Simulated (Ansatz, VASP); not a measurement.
# HfB4 in VASP and in Ansatz

```
Hf B
1.0
     3.13811    0.00000    0.00000
    -1.56906    2.71769    0.00000
     0.00000    0.00000    6.29934
Hf B
1 4
Direct
  0.00000 0.00000 0.00000
  0.33333 0.66667 0.74288
  0.66667 0.33333 0.74288
  0.33333 0.66667 0.25712
  0.66667 0.33333 0.25712
```

Alike in both runs: task single point; functional PBE; dispersion D3(BJ); k mesh 6 × 6 × 4; occupations gaussian, width 0.1 eV; no spin polarisation.

```csv
,VASP,Ansatz
version,VASP 6.6.1,Ansatz 0.2.0
potentials or method,"VASP PAW PBE potentials, release 64 (Hf_pv, B)","scalar-relativistic, plane waves, PAW"
plane-wave cutoff (eV),520,420
valence electrons in the cell,22,38
```

VASP gave:

```
gap on the k mesh at the Fermi level (eV)       : none
pressure (GPa)                                  : -5.7
largest component of the traceless stress (GPa) : 1.87
rms of the force components (eV/Å)              : 0.357
```

Task: Which values does Ansatz return?

Result: gap on the k mesh at the Fermi level (eV): none; pressure (GPa): -5.6; largest component of the traceless stress (GPa): 1.93; rms of the force components (eV/Å): 0.357.

Atom by atom the forces differ by 0.000 eV/Å (rms over components). A gap of «none» marks a metal or a gap that the smearing closes. The functional is the same, so the differences come from potentials, cutoffs and numerics. The two sets of potentials don't hold the same shells in valence.

Caveats: the k mesh is coarse (spacing up to 0.39 Å⁻¹), so the values aren't converged. Spin-orbit coupling is left out, which matters for the levels of Hf.
